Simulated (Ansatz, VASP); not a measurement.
One calculation of Rb, two programs

```
Rb
1.0
    -2.78369    2.78369    2.78369
     2.78369   -2.78369    2.78369
     2.78369    2.78369   -2.78369
Rb
1
Cartesian
  0.0000 0.0000 0.0000
```

Change from the starting cell: volume scaled by 0.98.

Alike in both runs: task single point; functional PBE; k mesh 7 × 7 × 7; occupations fermi-dirac, width 0.05 eV; no spin polarisation.

```csv
,VASP,Ansatz
version,VASP 6.6.1,Ansatz 0.2.0
potentials or method,"VASP PAW PBE potentials, release 64 (Rb_sv)",Ansatz PAW
plane-wave cutoff (eV),520,420
valence electrons in the cell,9,9
```

|  | VASP | Ansatz | Ansatz less VASP |
| --- | --- | --- | --- |
| gap on the k mesh at the Fermi level (eV) | none | none | - |
| pressure (GPa) | 0.2 | 0.2 | 0.00 |

A gap of «none» marks a metal or a gap that the smearing closes. With one functional, cell and mesh, what is left measures potentials, basis and numerics.
